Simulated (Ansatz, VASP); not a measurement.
**One calculation of BN, two programs**

The input INCAR:

```
SYSTEM = BN
PREC     = Accurate       ! precision mode
ENCUT    = 600            ! plane-wave cutoff, eV
EDIFF    = 1E-6           ! SCF threshold, eV
ISMEAR   = 0              ! smearing method
SIGMA    = 0.02           ! smearing width, eV
LREAL    = .False.        ! projectors in reciprocal space
LASPH    = .True.         ! aspherical terms in the spheres
NELM     = 100            ! most SCF steps
ALGO     = Normal         ! electronic algorithm
ISIF     = 3              ! what is computed and relaxed
LWAVE    = .False.        ! write WAVECAR
LCHARG   = .False.        ! write CHGCAR
GGA      = PS             ! functional
IBRION   = 2              ! ionic algorithm
NSW      = 100            ! ionic steps
EDIFFG   = -0.002         ! ionic threshold
```

The input KPOINTS:

```
regular mesh
0
Gamma
  15 15 8
  0 0 0
```

File POSCAR:

```
BN
1.0
    2.5500000000      0.0000000000      0.0000000000
   -1.2750000000      2.2083647797      0.0000000000
    0.0000000000      0.0000000000      4.2100000000
B N
2 2
Direct
    0.3333333333      0.6666666667      0.0000000000
    0.6666666667      0.3333333333      0.5000000000
    0.3333333333      0.6666666667      0.3740000000
    0.6666666667      0.3333333333      0.8740000000
```

Input for Ansatz:

```yaml
crystal:
  lattice:
    - [2.55, 0.0, 0.0]
    - [-1.275, 2.2083647797, 0.0]
    - [0.0, 0.0, 4.21]
  atoms:
    - { symbol: B, position: [0.3333333333, 0.6666666667, 0.0] }
    - { symbol: B, position: [0.6666666667, 0.3333333333, 0.5] }
    - { symbol: "N", position: [0.3333333333, 0.6666666667, 0.374] }
    - { symbol: "N", position: [0.6666666667, 0.3333333333, 0.874] }
basis:
  ecutwfc: 420
kpoints:
  mp_grid: { grid: [15, 15, 8] }
hamiltonian:
  xc: pbesol
  pseudopotentials: { kind: paw, azcp: { folder: soft_1 } }
scf:
  occupations: { method: gaussian, width: 0.02 }
output:
  forces: true
  stress: true
  eigenvalues: true
  write_density: true
  write_potential: true
  elf: true
  volumetric_format: npy
relax:
  adjacent_minimum: "off"
  f_tol: 0.002
  max_steps: 80
  cell: { stress_tol: 0.02 }
```

Measurements of this composition are mostly on another form, of space group No. 194.

Alike in both runs: task relaxation of cell and atoms; functional PBEsol; k mesh 15 × 15 × 8; occupations gaussian, width 0.02 eV; no spin polarisation.

|  | VASP | Ansatz |
| --- | --- | --- |
| version | VASP 6.6.1 | Ansatz 0.2.0 |
| potentials or method | VASP PAW PBE potentials, release 64 (B, N) | scalar-relativistic, plane waves, PAW |
| plane-wave cutoff (eV) | 600 | 420 |
| valence electrons in the cell | 16 | 16 |

VASP gave:

```
gap on the k mesh at the Fermi level, each at its own relaxed structure (eV) : 4.95
relaxed volume (Å³/atom)                                                     : 5.88
relaxed cell length with the largest relative difference (Å)                 : 2.542
```

Which values does Ansatz return?

gap on the k mesh at the Fermi level, each at its own relaxed structure (eV): 4.96; relaxed volume (Å³/atom): 5.87; relaxed cell length with the largest relative difference (Å): 2.541.

Ansatz warned: «pseudo_functional_mismatch».

Caveats: the PAW data sets were made with another functional, which shifts forces and pressure a little (VASP); an odd mesh through Γ misses points on the zone boundary, where band edges often lie.
